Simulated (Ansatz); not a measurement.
# PbS: the cost of one run

Computed with Ansatz 0.2.0 (DFT r2SCAN, scalar-relativistic, plane waves, PAW, and further levels as typed in the inputs, unless a step's input says otherwise).

## 1. Starting point

It takes space group Fm-3m (No. 225, cubic). Conventional cell: a = 5.910 Å, b = 5.910 Å, c = 5.910 Å, α = 90.00°, β = 90.00°, γ = 90.00°. Around Pb (site symmetry m-3m) lie 6 S at 2.96 Å. Around S (site symmetry m-3m) lie 6 Pb at 2.96 Å.

Structure file:

```xyz
2
Lattice="0.0000 2.9550 2.9550 2.9550 0.0000 2.9550 2.9550 2.9550 0.0000" Properties=species:S:1:pos:R:3 pbc="T T T"
Pb    0.0000    0.0000    0.0000
S     2.9550    2.9550    2.9550
```

## 2. Relaxing cell and atoms: PbS, no spin

The input, input.yaml:

```yaml
crystal:
  lattice:
    - [0.0, 2.955, 2.955]
    - [2.955, 0.0, 2.955]
    - [2.955, 2.955, 0.0]
  atoms:
    - { symbol: Pb, position: [0.0, 0.0, 0.0] }
    - { symbol: S, position: [0.5, 0.5, 0.5] }
scf:
  occupations: { method: gaussian, width: 0.01 }
output:
  forces: true
  stress: true
  eigenvalues: true
  write_density: true
  write_potential: true
  elf: true
  volumetric_format: npy
hamiltonian:
  xc: r2scan
relax:
  f_tol: 0.005
  max_steps: 60
  cell: { stress_tol: 0.03 }
kpoints:
  mp_grid: { grid: [10, 10, 10] }
```

Started as:

```bash
ansatz run input.yaml --threads 4 --pin off --max-ram 12288MiB --backend cpu --events-out ev --progress --plain --runs-dir out
```

What time and memory should one allow on 4 threads of Intel Xeon Platinum 8259CL at 2.50GHz (Skylake/Cascade Lake), shared host?

About 13 s, with a peak of 0.57 GiB.
